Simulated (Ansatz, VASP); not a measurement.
**Mo in VASP and in Ansatz**

```
Mo
1.0
    -1.56511    1.56511    1.56511
     1.56511   -1.56511    1.56511
     1.56511    1.56511   -1.56511
Mo
1
Cartesian
  0.0000 0.0000 0.0000
```

Alike in both runs: functional PBE; dispersion D3(BJ); k mesh 18 × 18 × 18; occupations gaussian, width 0.1 eV; no spin polarisation.

Ansatz relaxed the structure, and its values are those at the end. VASP's run is a single point on that final structure, the one shown.

|  | VASP | Ansatz |
| --- | --- | --- |
| version | VASP 6.6.1 | Ansatz 0.2.0 |
| potentials or method | VASP PAW PBE potentials, release 64 (Mo_sv) | scalar-relativistic, plane waves, PAW |
| plane-wave cutoff (eV) | 520 | 420 |
| valence electrons in the cell | 14 | 14 |

VASP gave:

| Quantity | Value |
| --- | --- |
| gap on the k mesh at the Fermi level (eV) | none |
| pressure (GPa) | 0.6 |

Q: Which values does Ansatz return?

A: gap on the k mesh at the Fermi level (eV): none; pressure (GPa): 0.0.

A gap of «none» marks a metal or a gap that the smearing closes.

Caveats: pairwise dispersion overbinds metals, which lowers pressure and volume.
